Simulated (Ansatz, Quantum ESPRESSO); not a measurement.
Ta2N and the pressure, program beside program

The cell as given:

Symmetry: P-3m1, No. 164, trigonal system. The conventional cell has a = 3.113 Å, b = 3.113 Å, c = 4.870 Å, α = 90.00°, β = 90.00°, γ = 120.00°. Around Ta (site symmetry 3m) lie 3 N at 2.18 Å. N (site symmetry -3m) has 6 Ta at 2.18 Å as nearest neighbours.

The cell comes from a database or a generator and needn't be the stable form of this composition.

Kept alike: task relaxation of cell and atoms; functional PBEsol; k mesh 10 × 10 × 6; occupations fermi-dirac, width 0.05 eV; no spin polarisation. The mesh is that of the run's cell of 3 atoms. No spin-orbit coupling.

- A: Ansatz, all-electron LAPW, scalar-relativistic
- B: Quantum ESPRESSO, GBRV 1.5 PBEsol, cutoff 871 eV

```csv
pressure (GPa),A: volume (Å³/atom),B: volume (Å³/atom)
0,13.198,13.193
5,12.972,12.972
10,12.770,12.772
20,12.411,12.416
30,?,12.105
```

Values hold for each row's relaxed cell, which stops near the pressure aimed at. The runs follow the start's structure, whether or not it is the stable one at these pressures.

**Question.** Estimate the value left open.

**Answer.** In the median of the other rows A lies -0.001 Å³/atom from the other column, which points to 12.104; the run gave 12.096 Å³/atom, -0.008 from it.
